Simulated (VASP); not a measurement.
From an Ansatz input to VASP: CaO (strained rocksalt)

Ansatz input

```yaml
crystal:
  lattice:
    - [0.0, 2.4455011158, 2.3735746124]
    - [2.4455011158, 0.0, 2.3735746124]
    - [2.4455011158, 2.4455011158, 0.0]
  atoms:
    - { symbol: Ca, position: [0.0, 0.0, 0.0] }
    - { symbol: O, position: [0.5, 0.5, 0.5] }
kpoints:
  mp_grid: { grid: [10, 10, 10] }
  band_path:
    path:
      - [0.0, 0.0, 0.0]
      - [0.5, 0.0, 0.5]
      - [0.625, 0.25, 0.625]
      - [0.375, 0.375, 0.75]
      - [0.5, 0.5, 0.5]
      - [0.5, 0.25, 0.75]
      - [0.5, 0.5, 0.0]
    npoints: 1
hamiltonian:
  xc: pbe
scf:
  occupations: { method: fermi_dirac, width: 0.02 }
  n_extra_bands: 4
output:
  forces: true
  stress: true
  eigenvalues: true
```

Problem. Write VASP inputs for this cell and level of theory.

Solution. 

INCAR

```
LREAL = .FALSE.
NSW = 0
LASPH = .TRUE.
GGA = PE
EDIFF = 1E-7
PREC = Accurate
LCHARG = .FALSE.
SIGMA = 0.02
NELM = 120
ISIF = 2
IBRION = -1
ISMEAR = -1
ENCUT = 520
LWAVE = .FALSE.
NBANDS = 15
```

KPOINTS

```
KPOINTS created by Atomic Simulation Environment
0
Gamma
10 10 10
0 0 0
```

KPOINTS_OPT

```
special points
7
Reciprocal
0.0000000000 0.0000000000 0.0000000000 1
0.5000000000 0.0000000000 0.5000000000 1
0.6250000000 0.2500000000 0.6250000000 1
0.3750000000 0.3750000000 0.7500000000 1
0.5000000000 0.5000000000 0.5000000000 1
0.5000000000 0.2500000000 0.7500000000 1
0.5000000000 0.5000000000 0.0000000000 1
```

POSCAR

```
Ca O
 1.0000000000000000
     0.0000000000000000    2.4455011158000000    2.3735746124000001
     2.4455011158000000    0.0000000000000000    2.3735746124000001
     2.4455011158000000    2.4455011158000000    0.0000000000000000
 Ca  O
   1   1
Cartesian
  0.0000000000000000  0.0000000000000000  0.0000000000000000
  2.4455011158000000  2.4455011158000000  2.3735746124000001
```

VASP ran with the recommended PBE PAW datasets (16 valence electrons in the cell). Other inputs would serve too.

```json
{"": "gap between bands v and c", "Ansatz": "3.55 eV", "VASP": "3.53 eV"}
{"": "least direct gap", "Ansatz": "4.02 eV", "VASP": "4.00 eV"}
{"": "pressure", "Ansatz": "-0.5 GPa", "VASP": "0.0 GPa"}
```

Datasets and cutoffs are each program's own. VASP's cell holds 16 valence electrons and Ansatz's 16. Ansatz's stress includes a Pulay correction; VASP's doesn't.
